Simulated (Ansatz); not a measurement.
## Strain and the gap of InSe (R3m)

A 4-atom cell of InSe started from a crystallographic database, relaxed with r2SCAN+rVV10 in the PAW code Ansatz. It is trigonal, R3m (No. 160); a = 4.021 Å, c = 25.232 Å in the conventional setting, 29.44 Å³ an atom. Around In lie 3 Se at 2.64 Å and 1 In at 2.79 Å; around Se lie 3 In at 2.64 Å.

The axes x, y and z are those of this cell:
```
CELL_PARAMETERS angstrom
2.01056 1.16080 8.41067
-2.01056 1.16080 8.41067
0.00000 -2.32159 8.41067
ATOMIC_POSITIONS crystal
In 0.00048 0.00048 0.00048
In 0.11087 0.11087 0.11087
Se 0.61696 0.61696 0.61696
Se 0.82769 0.82769 0.82769
```

Unstrained: PBE gives a direct gap of 0.399 eV at T. r2SCAN gives a direct gap of 0.822 eV at T. HSE06 gives a direct gap of 1.135 eV at T. Meshes: PBE 8×8×8, r2SCAN 8×8×8, HSE06 6×6×6. Strains are changes of length per length. After each strain the atoms were relaxed again with r2SCAN+rVV10 within the symmetry that the strain leaves, so tilts or polar shifts that break it weren't tested; points keep the names that they have in the unstrained zone. No spin polarisation and no zero-point or thermal motion.

Changes of the least gap in eV (an overlap counts as a negative gap):
```
                            strain  volume change (%)  space group     PBE  r2SCAN   HSE06
          uniaxial +4.88 % along y               +4.9           Cm  -0.328  -0.378  -0.396
           uniaxial -3.4 % along z               -3.4          R3m  -0.165  -0.176  -0.186
 isotropic +1.55 % on every length               +4.7          R3m  -0.128  -0.145  -0.151
biaxial +2.35 % in x and y, z held               +4.8          R3m  -0.310  -0.350  -0.367
```

Uniaxial +4.88 % along y, other directions held. HSE06: the gap goes from 1.135 to 0.739 eV (-0.396 eV). Stress change with PBE, compression positive: xx -1.01, yy -3.02, zz -0.71, yz +0.11 GPa.

Uniaxial -3.4 % along z, other directions held. HSE06: the gap goes from 1.135 to 0.949 eV (-0.186 eV). Stress change with PBE, compression positive: xx +0.67, yy +0.67, zz +1.44 GPa.

Isotropic +1.55 % on every length. HSE06: the gap goes from 1.135 to 0.984 eV (-0.151 eV). Stress change with PBE, compression positive: xx -1.52, yy -1.52, zz -0.80 GPa. For HSE06, dE_g/d ln V = -3.3 eV over this step.

Biaxial +2.35 % in x and y, z held. HSE06: the gap goes from 1.135 to 0.768 eV (-0.367 eV). Stress change with PBE, compression positive: xx -1.99, yy -1.99, zz -0.68 GPa.

Spin-orbit coupling is left out, which matters wherever the heavy atoms make up the band edges.
